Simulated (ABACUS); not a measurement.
Al: single point with PBE

The system is Al.

```
Al
1.0
     1.59122    1.59122    1.59122
    -1.59122    1.59122    1.59122
    -1.59122   -1.59122    1.59122
Al
1
Direct
  0.00000 0.00000 0.00000
```

This isn't the form of Al at room conditions, which is fcc.

| Property | Result |
| --- | --- |
| Program | ABACUS 3.10.1 |
| Task | single point |
| Functional | PBE |
| Potentials or basis | SPMS ONCV 1.0 PBE |
| Cutoff | 816 eV |
| Density cutoff | 3265 eV |
| Basis | plane waves |
| k mesh | 8 × 8 × 8 |
| Occupations | fermi-dirac, width 0.05 eV |
| Spin | no spin polarisation |
| Radial cutoff of the potentials (pseudo_rcut) | 7 bohr |
| SCF threshold on the density | 1e-08 |
| Max SCF steps | 100 |
| Eigensolver | dav |
| Mixing | broyden |
| Mixing share | 0.7 |
| Symmetry key | 1 |
| Bands | 6 |

| Item | Value |
| --- | --- |
| Pressure | 3.9 GPa |
| Band gap on the k mesh | none (metal or under the smearing width) |

Levels at points of the mesh, in eV from the Fermi level:
```csv
k point,band 1,band 2,band 3
"(0.00, 0.00, 0.00)",-11.44,13.26,13.26
"(0.50, 0.50, 0.00)",-4.56,-4.03,8.18
"(0.50, 0.50, 0.50)",1.77,1.77,1.77
```

Wall time 0.48 s on 4 MPI ranks on AMD EPYC 9R45 96-Core Processor (Zen 5), on a shared host, peak memory 0.2 GiB a rank.
